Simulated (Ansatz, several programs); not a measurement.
NaCl in the NiAs structure, relaxed with PBE in Ansatz (plane waves, PAW): it is hexagonal, P6_3/mmc (No. 194); conventional cell a = 3.955 Å, c = 6.839 Å, 23.17 Å³ an atom. Na is surrounded by 6 Cl at 2.85 Å; Cl is surrounded by 6 Na at 2.85 Å. The cell was then scaled with its shape and fractional coordinates held, which makes it stiffer than a relaxed compression. No spin polarisation. The prototype was imposed, so other structures may be more stable.

```
V (Å³/atom)  E (meV/atom)
     21.776          7.00
     22.471          1.67
     23.166          0.00
     24.556          5.42
```

Problem. Pass a cubic E = c₀ + c₁u + c₂u² + c₃u³, with u = V − 22.992 Å³, through these points.

Solution. c₀ = 0.11, c₁ = -1.180, c₂ = 3.358, c₃ = -0.2755 (meV and Å³).

Problem. Where is the minimum, and what bulk modulus follows?

Solution. dE/du = 0 at u = +0.180, so V₀ = 23.17 Å³. B = V₀ d²E/dV² = 23.17 × (2c₂ + 6c₃u) = 23.17 × 6.419 = 149 meV/Å³, and 1 meV/Å³ is 0.16022 GPa: 24 GPa. A third-order Birch-Murnaghan fit to all five points gives 23.18 Å³ and 24 GPa.

Problem. Predict the energy and the pressure at the withheld volume, 23.861 Å³.

Solution. With u = +0.869: E ≈ 1.44 meV and P = −dE/dV ≈ -0.65 GPa. The run gives 1.41 meV and, from its stress, -0.64 GPa.
